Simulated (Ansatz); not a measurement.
Write the native input for Ansatz 0.2.0 that does the following.

```
Task                : band structure
Functional          : LDA
Potentials or basis : all-electron LAPW, scalar-relativistic
Cutoff              : 270 eV (chosen from the basis error)
Basis error allowed : 0.001 eV/atom
k mesh              : 11 × 11 × 6
Occupations         : fermi-dirac, width 0.05 eV
Spin                : no spin polarisation
```

Rh:

```xyz
2
Lattice="2.7310 0.0000 0.0000 -1.3655 2.3651 0.0000 0.0000 0.0000 4.4285" Properties=species:S:1:pos:R:3 pbc="T T T"
Rh    0.0000    1.5767    1.1071
Rh    1.3655    0.7884    3.3214
```

This isn't the form of Rh at room conditions, which is fcc.

These files were run (other wordings do the same):

input.yaml

```yaml
crystal:
  lattice:
    - [2.7309790422, 0.0, 0.0]
    - [-1.3654895211, 2.3650972278, 0.0]
    - [0.0, 0.0, 4.428489]
  atoms:
    - { symbol: Rh, position: [0.3333333333, 0.6666666667, 0.25] }
    - { symbol: Rh, position: [0.6666666667, 0.3333333333, 0.75] }
kpoints:
  mp_grid: { grid: [11, 11, 6] }
  band_path:
    path:
      - [0.0, 0.0, 0.0]
      - [0.5, 0.0, 0.0]
      - [0.3333333333, 0.3333333333, 0.0]
      - [0.0, 0.0, 0.0]
      - [0.0, 0.0, 0.5]
      - [0.5, 0.0, 0.5]
      - [0.3333333333, 0.3333333333, 0.5]
      - [0.0, 0.0, 0.5]
    npoints: 6
scf:
  occupations: { method: fermi_dirac, width: 0.05 }
hamiltonian:
  xc: lda
  pseudopotentials: { kind: all_electron, lapw: { basis_error: 0.001 } }
output:
  forces: true
  stress: true
  eigenvalues: true
```

Potentials or basis: all-electron LAPW, scalar-relativistic.

The run is started by

```sh
$ ansatz run input.yaml --threads 1 --pin off --max-ram 3072MiB --backend cpu --events-out ev --progress --plain --runs-dir out
```

Results of the run:

* Pressure: -19.4 GPa
* Band gap along the path: none (metal or under the smearing width)

Run time: 6.4 s on 1 thread of AMD EPYC 9R45 96-Core Processor (Zen 5), on a shared host, peak memory 0.41 GiB.
